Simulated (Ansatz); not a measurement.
# Si: a jump of O

Computed with DFT PBEsol, scalar-relativistic, plane waves, PAW in Ansatz 0.2.0. Run with 420 eV cutoff, 3×3×3 k-mesh, Gaussian smearing of 0.02 eV, no spin polarisation.

Host crystal, relaxed:

```cif
data_structure
_symmetry_space_group_name_H-M 'P 1'
_symmetry_Int_Tables_number 1
_cell_length_a 3.8423
_cell_length_b 3.8423
_cell_length_c 3.8423
_cell_angle_alpha 60.000
_cell_angle_beta 60.000
_cell_angle_gamma 60.000
_cell_volume 40.11
loop_
_atom_site_label
_atom_site_type_symbol
_atom_site_fract_x
_atom_site_fract_y
_atom_site_fract_z
_atom_site_occupancy
Si1 Si 0.75000 0.75000 0.75000 1
Si2 Si 0.50000 0.50000 0.50000 1
```

In a supercell of 16 host sites, interstitial O hops to an equivalent place, moving 0.94 Å between the relaxed ends. Climbing-image nudged elastic band at fixed cell with images 0 (start) to 4 (end), the path measured over all atoms, converged to 0.05 eV/Å; the order of the saddle wasn't checked, and the small cell leaves errors of about a tenth of an eV.

Supercell rows in host cell vectors: 0 -2 2; 0 0 2; -2 0 2. O was set at (0.000, 0.000, 0.000) of the host cell.

At the relaxed start O has 2 Si at 1.65 Å, 2 Si at 2.80 Å, 2 Si at 3.11 Å, 1 Si at 3.12 Å, 1 Si at 3.13 Å.

Q: What barrier does the band give, and what surrounds the atom at the top?

A: 0.01 eV at image 2, where O has 1 Si at 1.65 Å, 1 Si at 1.66 Å, 1 Si at 2.76 Å, 2 Si at 2.93 Å.

Cost: 1 run of about 7.7 core-minutes, on Arm Neoverse V1 (shared hosts).